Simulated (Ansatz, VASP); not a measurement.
## Two plane-wave programs on Pd

```
CELL_PARAMETERS angstrom
0.00000 1.95865 1.95865
1.95865 0.00000 1.95865
1.95865 1.95865 0.00000
ATOMIC_POSITIONS crystal
Pd 0.00000 0.00000 0.00000
```

Alike in both runs: task relaxation of cell and atoms; functional LDA; k mesh 8 × 8 × 8; occupations gaussian, width 0.1 eV; no spin polarisation.

```csv
,VASP,Ansatz
version,VASP 6.6.1,Ansatz 0.2.0
potentials or method,"VASP PAW LDA potentials, release 64 (Pd)","scalar-relativistic, plane waves, PAW"
plane-wave cutoff (eV),600,420
valence electrons in the cell,10,18
```

Ansatz gave:

- gap on the k mesh at the Fermi level, each at its own relaxed structure (eV): none
- relaxed volume (Å³/atom): 14.21
- relaxed cell length with the largest relative difference (Å): 2.719
- energy change over the relaxation (meV/atom): -30

**Question.** Estimate VASP's values.

**Answer.** gap on the k mesh at the Fermi level, each at its own relaxed structure (eV): none; relaxed volume (Å³/atom): 14.25; relaxed cell length with the largest relative difference (Å): 2.721; energy change over the relaxation (meV/atom): -28.

A gap of «none» marks a metal or a gap that the smearing closes. The two sets of potentials don't hold the same shells in valence. Ansatz warned: «pseudo_functional_mismatch».
